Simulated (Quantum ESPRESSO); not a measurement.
# CoO in Quantum ESPRESSO: the effect of functional

The system is CoO.

```xyz
2
Lattice="-1.5080 1.5080 2.1073 1.5080 -1.5080 2.1073 1.5080 1.5080 -2.1073" Properties=species:S:1:pos:R:3 pbc="T T T"
Co    0.0000    0.0000    0.0000
O     0.0000    0.0000    2.1073
```

Alike in all runs:

| Property | Result |
| --- | --- |
| Program | Quantum ESPRESSO 7.5 |
| Task | phonons |
| Cutoff | 762 eV |
| Density cutoff | 6095 eV |
| k mesh | 8 × 8 × 8, shifted |
| Occupations | fermi-dirac, width 0.05 eV |
| Spin | collinear spin, ferromagnetic start |
| Starting moments | [2.0, 0.0] μB |

Each run relaxes the cell or the atoms first.

Q: One run gave: relaxed volume 9.90 Å³/atom; moment 3.00 μB. Which functional did it use?
A. AM05
B. PBE
C. PBEsol
D. WC
E. RPBE

A: E.

```tsv
functional	potentials or basis	relaxed volume (Å³/atom)	moment (μB)
LDA	GBRV 1.5 LDA	8.52	2.29
PBE	GBRV 1.5 PBE	9.60	2.99
PBEsol	GBRV 1.5 PBEsol	9.14	2.94
WC	GBRV 1.5 PBE	9.19	2.94
AM05	GBRV 1.5 PBE	9.14	2.94
RPBE	GBRV 1.5 PBE	9.90	3.00
```

Caveats: all runs use coarse meshes; the mesh is thin for the phonons of a metal; the cell relaxed to another space group than the one typed; a cell with one magnetic atom can't hold antiferromagnetic order, which such compounds often take; the potentials were made for another functional, which shifts forces and pressure (some runs); the acoustic modes lie far from zero, so the frequencies are unreliable (some runs); some modes are imaginary (some runs).

Not every run made on this cell is shown here.
